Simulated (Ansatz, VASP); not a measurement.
**Two plane-wave programs on HfO2**

```
Hf O
1.0
     0.00000    2.43380    2.69861
     2.43380    0.00000    2.69861
     2.43380    2.43380    0.00000
Hf O
1 2
Direct
  0.00000 0.00000 0.00000
  0.25000 0.25000 0.25000
  0.75000 0.75000 0.75000
```

Change from the starting cell: mode 4 frozen in at +0.000 Å, strain +e along z and -e/2 along x and y +0.0700.

Alike in both runs: task single point; functional PBEsol; k mesh 8 × 8 × 8; occupations gaussian, width 0.05 eV; no spin polarisation.

|  | VASP | Ansatz |
| --- | --- | --- |
| version | VASP 6.6.1 | Ansatz 0.2.0 |
| potentials or method | VASP PAW PBE potentials, release 64 (Hf_pv, O) | scalar-relativistic, plane waves, PAW |
| plane-wave cutoff (eV) | 520 | 520 |
| valence electrons in the cell | 22 | 38 |

|  | VASP | Ansatz | Ansatz less VASP |
| --- | --- | --- | --- |
| gap on the k mesh at the Fermi level (eV) | 2.30 | 2.30 | -0.004 |
| least direct gap on the mesh (eV) | 2.81 | 2.80 | -0.008 |
| pressure (GPa) | -2.4 | 1.3 | +3.76 |
| largest component of the traceless stress (GPa) | 33.74 | 33.14 | -0.607 |

The two sets of potentials don't hold the same shells in valence. Ansatz warned: «pseudo_functional_mismatch».

Caveats: the PAW data sets were made with another functional, which shifts forces and pressure a little (VASP); spin-orbit coupling is left out, which moves the levels of the heavy elements. A k mesh can miss the band edges.
